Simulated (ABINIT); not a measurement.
# ZrC (Fm-3m) in ABINIT: reference runs

How does ZrC come out in PBE? The cell is run as given and disturbed.

Everything below comes from runs of ABINIT 10.8.3 (patched build). Logs are shortened: lines on timing, memory, paths and dates and some standing lists are left out, and cuts for length are marked. The log counts tension as positive stress, the text compression.

### 1 The structure

It takes space group Fm-3m (No. 225, cubic). The conventional cell has a = 4.730 Å, b = 4.730 Å, c = 4.730 Å, α = 90.00°, β = 90.00°, γ = 90.00°. Zr (site symmetry m-3m) is surrounded by 6 C at 2.37 Å. C (site symmetry m-3m) has 6 Zr at 2.37 Å as nearest neighbours.

### 2 Single point, PBE

Contents of run.abi:

```
# Pseudopotentials
pp_dirpath "./"
pseudos "Zr.GGA_PBE-JTH.xml, C.GGA_PBE-JTH.xml"

# Structure
acell 3*1.0
rprim
     0.0000000000     4.4692022847     4.4692022847
     4.4692022847     0.0000000000     4.4692022847
     4.4692022847     4.4692022847     0.0000000000
ntypat 2
znucl 40 6
natom 2
typat 1 2
xcart
     2.3650000000     2.3650000000     2.3650000000
     0.0000000000     0.0000000000     0.0000000000 Angstrom

# Plane-wave basis
ecut 19.0
pawecutdg 38.0

# k points
kptopt 1
ngkpt 10 10 10
nshiftk 1
shiftk 0.0 0.0 0.0

# Exchange and correlation
ixc 11

# Bands and occupations
nband 12
occopt 3
tsmear 0.05 eV

# SCF cycle
nstep 100
tolvrs 1.0e-9

# Output
iomode 3
prtwf 0
prtden 0
prteig 0
prtebands 0
```

Potentials or basis: JTH PAW PBE v2.0.

The run is started by

```
> abinit run.abi > log 2>&1
```

run.abo:

```text
.Version 10.8.3 of ABINIT
 Symmetries : space group Fm -3 m (#225); Bravais cF (face-center cubic)
================================================================================
 Values of the parameters that define the memory need of the present run
     intxc =       0    ionmov =       0      iscf =      17    lmnmax =      18
     lnmax =       6     mgfft =      27  mpssoang =       3    mqgrid =    3001
     natom =       2  nloc_mem =       2    nspden =       1   nspinor =       1
    nsppol =       1      nsym =      48    n1xccc =       1    ntypat =       2
    occopt =       3   xclevel =       2
       mpw =         716          nfft =       19683          nkpt =          47
 PAW method is used; the additional fine FFT grid is defined by:
   mgfftf=        36    nfftf =     46656
================================================================================
================================================================================

--------------------------------------------------------------------------------
------------- Echo of variables that govern the present computation ------------
--------------------------------------------------------------------------------
 -outvars: echo values of preprocessed input variables --------
            acell      1.0000000000E+00  1.0000000000E+00  1.0000000000E+00 Bohr
              amu      9.12240000E+01  1.20110000E+01
             ecut      1.90000000E+01 Hartree
              ixc          11
         kptrlatt       10    0    0      0   10    0      0    0   10
          kptrlen      6.32040648E+01
            natom           2
            nband          12
            ngfft          27      27      27
          ngfftdg          36      36      36
             nkpt          47
            nstep         100
             nsym          48
           ntypat           2
           occopt           3
        pawecutdg      3.80000000E+01 Hartree
         pawxcdev           0
           prtden           0
        prtebands           0
           prteig           0
            prtwf           0
            rprim      0.0000000000E+00  4.4692022847E+00  4.4692022847E+00
                       4.4692022847E+00  0.0000000000E+00  4.4692022847E+00
                       4.4692022847E+00  4.4692022847E+00  0.0000000000E+00
          spgroup         225
           tolvrs      1.00000000E-09
           tsmear      1.83746611E-03 Hartree
            typat      1  2
           useylm           1
           xangst      2.3650000000E+00  2.3650000000E+00  2.3650000000E+00
                       1.6255822151E-09  1.6255820510E-09  1.6255822151E-09
            xcart      4.4692022878E+00  4.4692022878E+00  4.4692022878E+00
                       3.0719051818E-09  3.0719048717E-09  3.0719051818E-09
             xred      5.0000000034E-01  5.0000000034E-01  5.0000000034E-01
                       3.4367485247E-10  3.4367492185E-10  3.4367485247E-10
            znucl       40.00000    6.00000

================================================================================

 chkinp: Checking input parameters for consistency.

================================================================================
== DATASET  1 ==================================================================

--- !DatasetInfo
iteration_state: {dtset: 1, }
dimensions: {natom: 2, nkpt: 47, mband: 12, nsppol: 1, nspinor: 1, nspden: 1, mpw: 716, }
cutoff_energies: {ecut:  19.0, pawecutdg:  38.0, }
electrons: {nelect:   1.60000000E+01, charge:   0.00000000E+00, occopt:   3.00000000E+00, tsmear:   1.83746611E-03, }
meta: {optdriver: 0, ionmov: 0, optcell: 0, iscf: 17, paral_kgb: 0, }
...

 Exchange-correlation functional for the present dataset will be:
  GGA: Perdew-Burke-Ernzerhof functional - ixc=11
  J.P.Perdew, K.Burke, M.Ernzerhof, PRL 77, 3865 (1996)

 Real(R)+Recip(G) space primitive vectors, cartesian coordinates (Bohr,Bohr^-1):
 R(1)=  0.0000000  4.4692023  4.4692023  G(1)= -0.1118768  0.1118768  0.1118768
 R(2)=  4.4692023  0.0000000  4.4692023  G(2)=  0.1118768 -0.1118768  0.1118768
 R(3)=  4.4692023  4.4692023  0.0000000  G(3)=  0.1118768  0.1118768 -0.1118768
 Unit cell volume ucvol=  1.7853363E+02 bohr^3
 Angles (23,13,12)=  6.00000000E+01  6.00000000E+01  6.00000000E+01 degrees

 Coarse grid specifications (used for wave-functions):

 getcut: wavevector=  0.0000  0.0000  0.0000  ngfft=  27  27  27
         ecut(hartree)=     19.000   => boxcut(ratio)=   2.09956

 Fine grid specifications (used for densities):

 getcut: wavevector=  0.0000  0.0000  0.0000  ngfft=  36  36  36
         ecut(hartree)=     38.000   => boxcut(ratio)=   2.05258

--- Pseudopotential description ------------------------------------------------
- pspini: atom type   1  psp file is ./Zr.GGA_PBE-JTH.xml
 Pseudopotential format is: paw10
 basis_size (lnmax)=  6 (lmn_size= 18), orbitals=   0   0   1   1   2   2
 Spheres core radius: rc_sph= 2.22030268
 Shapefunction is BESSEL type: shapef(r,l)=aa(1,l)*jl(q(1,l)*r)+aa(2,l)*jl(q(2,l)*r)
 Radius for shape functions =  2.22030268
 Compensation charge density is not taken into account in XC energy/potential

- pspini: atom type   2  psp file is ./C.GGA_PBE-JTH.xml
 Pseudopotential format is: paw10
 basis_size (lnmax)=  4 (lmn_size=  8), orbitals=   0   0   1   1
 Spheres core radius: rc_sph= 1.50736703
 Shapefunction is SIN type: shapef(r)=[sin(pi*r/rshp)/(pi*r/rshp)]**2
 Radius for shape functions =  1.30052589
 Compensation charge density is not taken into account in XC energy/potential

   3.19578956E+02                                ecore*ucvol(ha*bohr**3)
--------------------------------------------------------------------------------

[... 7 lines left out ...]

     iter   Etot(hartree)      deltaE(h)  residm     nres2
 ETOT  1  -53.337585965227    -5.334E+01 2.678E-01 3.129E+01
 ETOT  2  -53.354868205392    -1.728E-02 3.098E-02 1.383E+01
 ETOT  3  -53.320345810413     3.452E-02 3.067E-03 6.054E-01
 ETOT  4  -53.320493827603    -1.480E-04 1.252E-03 3.269E-02
 ETOT  5  -53.320411205705     8.262E-05 2.214E-04 9.314E-04
 ETOT  6  -53.320413181552    -1.976E-06 1.340E-04 2.839E-05
 ETOT  7  -53.320413190139    -8.587E-09 5.485E-05 9.550E-06
 ETOT  8  -53.320413188569     1.570E-09 8.174E-05 2.597E-07
 ETOT  9  -53.320413188562     7.290E-12 2.909E-05 2.755E-08
 ETOT 10  -53.320413188522     4.041E-11 5.232E-05 1.423E-10

 At SCF step   10       nres2   =  1.42E-10 < tolvrs=  1.00E-09 =>converged.

 Cartesian components of stress tensor (hartree/bohr^3)
  sigma(1 1)=  1.05235867E-04  sigma(3 2)=  0.00000000E+00
  sigma(2 2)=  1.05235867E-04  sigma(3 1)=  0.00000000E+00
  sigma(3 3)=  1.05235867E-04  sigma(2 1)=  0.00000000E+00

--- !ResultsGS
iteration_state: {dtset: 1, }
comment   : Summary of ground state results
lattice_vectors:
- [  0.0000000,   4.4692023,   4.4692023, ]
- [  4.4692023,   0.0000000,   4.4692023, ]
- [  4.4692023,   4.4692023,   0.0000000, ]
lattice_lengths: [   6.32041,    6.32041,    6.32041, ]
lattice_angles: [ 60.000,  60.000,  60.000, ] # degrees, (23, 13, 12)
lattice_volume:   1.7853363E+02
convergence: {deltae:  4.041E-11, res2:  1.423E-10, residm:  5.232E-05, diffor: null, }
etotal    :  -5.33204132E+01
entropy   :   0.00000000E+00
fermie    :   4.18699653E-01
cartesian_stress_tensor: # hartree/bohr^3
- [  1.05235867E-04,   0.00000000E+00,   0.00000000E+00, ]
- [  0.00000000E+00,   1.05235867E-04,   0.00000000E+00, ]
- [  0.00000000E+00,   0.00000000E+00,   1.05235867E-04, ]
pressure_GPa:  -3.0961E+00
xred      :
- [  5.0000E-01,   5.0000E-01,   5.0000E-01, Zr]
- [  3.4367E-10,   3.4367E-10,   3.4367E-10,  C]
cartesian_forces: # hartree/bohr
- [ -0.00000000E+00,  -0.00000000E+00,  -0.00000000E+00, ]
- [ -0.00000000E+00,  -0.00000000E+00,  -0.00000000E+00, ]
force_length_stats: {min:   0.00000000E+00, max:   0.00000000E+00, mean:   0.00000000E+00, }
...

 Integrated electronic density in atomic spheres:
 ------------------------------------------------
 Atom  Sphere_radius  Integrated_density
    1        2.22030          9.02364855
    2        1.50737          2.38294243

================================================================================

 ----iterations are completed or convergence reached----

 Mean square residual over all n,k,spin=   19.187E-08; max=  52.323E-06
 reduced coordinates (array xred) for    2 atoms
       0.500000000344      0.500000000344      0.500000000344
       0.000000000344      0.000000000344      0.000000000344
 rms dE/dt=  0.0000E+00; max dE/dt=  0.0000E+00; dE/dt below (all hartree)
    1       0.000000000000      0.000000000000      0.000000000000
    2       0.000000000000      0.000000000000      0.000000000000

 cartesian coordinates (angstrom) at end:
    1      2.36500000000000     2.36500000000000     2.36500000000000
    2      0.00000000162558     0.00000000162558     0.00000000162558

 cartesian forces (hartree/bohr) at end:
    1     -0.00000000000000    -0.00000000000000    -0.00000000000000
    2     -0.00000000000000    -0.00000000000000    -0.00000000000000
 frms,max,avg= 0.0000000E+00 0.0000000E+00   0.000E+00  0.000E+00  0.000E+00 h/b

 cartesian forces (eV/Angstrom) at end:
    1     -0.00000000000000    -0.00000000000000    -0.00000000000000
    2     -0.00000000000000    -0.00000000000000    -0.00000000000000
 frms,max,avg= 0.0000000E+00 0.0000000E+00   0.000E+00  0.000E+00  0.000E+00 e/A
 length scales=  1.000000000000  1.000000000000  1.000000000000 bohr
              =  0.529177210544  0.529177210544  0.529177210544 angstroms
 Fermi (or HOMO) energy (hartree) =   0.41870   Average Vxc (hartree)=  -0.44514
 Eigenvalues (hartree) for nkpt=  47  k points:
 kpt#   1, nband= 12, wtk=  0.00100, kpt=  0.0000  0.0000  0.0000 (reduced coord)
  -1.35271   -0.53390   -0.53390   -0.53390    0.00513    0.45253    0.45253    0.45253
   0.45831    0.45831    0.45831    0.51957
      occupation numbers for kpt#   1
   2.00000    2.00000    2.00000    2.00000    2.00000    0.00000    0.00000    0.00000
   0.00000    0.00000    0.00000    0.00000
 prteigrs : prtvol=0 or 1, do not print more k-points.

--- !EnergyTerms
iteration_state     : {dtset: 1, }
comment             : Components of total free energy in Hartree
kinetic             :  1.53627766409438E+01
hartree             :  7.04717915260018E+00
xc                  : -8.93414779554177E+00
Ewald energy        : -4.68871308238304E+01
psp_core            :  1.79002106478418E+00
local_psp           : -3.34961003979670E+01
PAW spherical_terms :  1.17970930826707E+01
internal            : -5.33203090763404E+01
'-kT*entropy'       : -9.46494109331321E-05
total_energy        : -5.33204037257513E+01
total_energy_eV     : -1.45092210057306E+03
...

--- !EnergyTermsDC
iteration_state     : {dtset: 1, }
comment             : '"Double-counting" decomposition of free energy'
band_energy         : -3.85336948075676E+00
Ewald energy        : -4.68871308238304E+01
psp_core            :  1.79002106478418E+00
xc_dc               : -6.06429740104019E+00
PAW spherical_terms :  1.69445810173259E+00
internal            : -5.33203185391106E+01
'-kT*entropy'       : -9.46494109331321E-05
total_energy_dc     : -5.33204131885215E+01
total_energy_dc_eV  : -1.45092235806816E+03
...

--- !EnergyTermsWithPAWCore
iteration_state     : {dtset: 1, }
comment             : 'Components of total free energy, including PAW core contributions'
Total energy        : -3.63696593400886E+03
Total energy DC     : -3.63696594347163E+03
Total energy (eV)   : -9.89668847937900E+04
Total energy DC (eV): -9.89668850512851E+04
...

 Cartesian components of stress tensor (hartree/bohr^3)
  sigma(1 1)=  1.05235867E-04  sigma(3 2)=  0.00000000E+00
  sigma(2 2)=  1.05235867E-04  sigma(3 1)=  0.00000000E+00
  sigma(3 3)=  1.05235867E-04  sigma(2 1)=  0.00000000E+00

-Cartesian components of stress tensor (GPa)         [Pressure= -3.0961E+00 GPa]
- sigma(1 1)=  3.09614610E+00  sigma(3 2)=  0.00000000E+00
- sigma(2 2)=  3.09614610E+00  sigma(3 1)=  0.00000000E+00
- sigma(3 3)=  3.09614610E+00  sigma(2 1)=  0.00000000E+00

== END DATASET(S) ==============================================================
================================================================================

 -outvars: echo values of variables after computation  --------
            acell      1.0000000000E+00  1.0000000000E+00  1.0000000000E+00 Bohr
           etotal     -5.3320413189E+01
            fcart     -0.0000000000E+00 -0.0000000000E+00 -0.0000000000E+00
                      -0.0000000000E+00 -0.0000000000E+00 -0.0000000000E+00
            rprim      0.0000000000E+00  4.4692022847E+00  4.4692022847E+00
                       4.4692022847E+00  0.0000000000E+00  4.4692022847E+00
                       4.4692022847E+00  4.4692022847E+00  0.0000000000E+00
           strten      1.0523586705E-04  1.0523586705E-04  1.0523586705E-04
                       0.0000000000E+00  0.0000000000E+00  0.0000000000E+00
           xangst      2.3650000000E+00  2.3650000000E+00  2.3650000000E+00
                       1.6255822151E-09  1.6255820510E-09  1.6255822151E-09
             xred      5.0000000034E-01  5.0000000034E-01  5.0000000034E-01
                       3.4367485247E-10  3.4367492185E-10  3.4367485247E-10
 Calculation completed.
```

Wall time 15 s (1 thread of Arm Neoverse V1, shared host); peak memory 0.1 GiB.

Results:

```
Free energy                                           : -1450.9224 eV
Pressure                                              : -3.1 GPa
Band gap on the k mesh                                : none (metal or under the smearing width)
Valence electrons inside the program's atomic spheres : Zr 9.02; C 2.38
```

(Part 1 of 2 ends here.)
